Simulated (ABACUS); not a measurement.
Runs of ABACUS 3.10.1 on TiB2. The structure is hexagonal, space group P6/mmm (No. 191). Conventional cell: a = 3.029 Å, b = 3.029 Å, c = 3.228 Å, α = 90.00°, β = 90.00°, γ = 120.00°. Ti (site symmetry 6/mmm) has 12 B at 2.38 Å as nearest neighbours. Around B (site symmetry -6m2) lie 3 B at 1.75 Å. 

| task | potentials or basis | cell | gap on the mesh (eV) | pressure (GPa) | V0 of scaled cells (Å³/atom) | B0 (GPa) |
| --- | --- | --- | --- | --- | --- | --- |
| single point | PseudoDojo NC SR 0.4.1 PBE standard, DZP LCAO (the cutoffs set its grid) | as given | none | (a) | - | - |
| equation of state | PseudoDojo NC SR 0.4.1 PBE standard, TZDP LCAO (the cutoffs set its grid) | as given | - | - | 8.57 | (b) |
| equation of state | PseudoDojo NC SR 0.4.1 PBE standard, DZP LCAO (the cutoffs set its grid) | as given | - | - | 8.59 | 251 |
| single point | PseudoDojo NC SR 0.4.1 PBE standard, DZP LCAO (the cutoffs set its grid) | atoms moved at random, drawn with an rms of 0.05 Å | none | 1.7 | - | - |
| single point | PseudoDojo NC SR 0.4.1 PBE standard, TZDP LCAO (the cutoffs set its grid) | as given | none | 0.6 | - | - |

Alike in all rows: level PBE; no spin polarisation; k mesh 10 × 10 × 8; cutoff (eV) 1361; smearing fermi-dirac 0.05 eV.

Question: Fill in the values left out.

Answer: (a) 1.1; (b) 254.

Caveats: the atomic orbitals were generated for these runs and aren't a published set; the basis of atomic orbitals isn't converged, which shifts pressures, moduli and gaps; the cell was scaled at fixed shape and fractional positions, which overstates the stiffness of a crystal with free parameters, most of all of layers and chains (some runs).

A gap of «none» marks a metal or a gap under the smearing width.
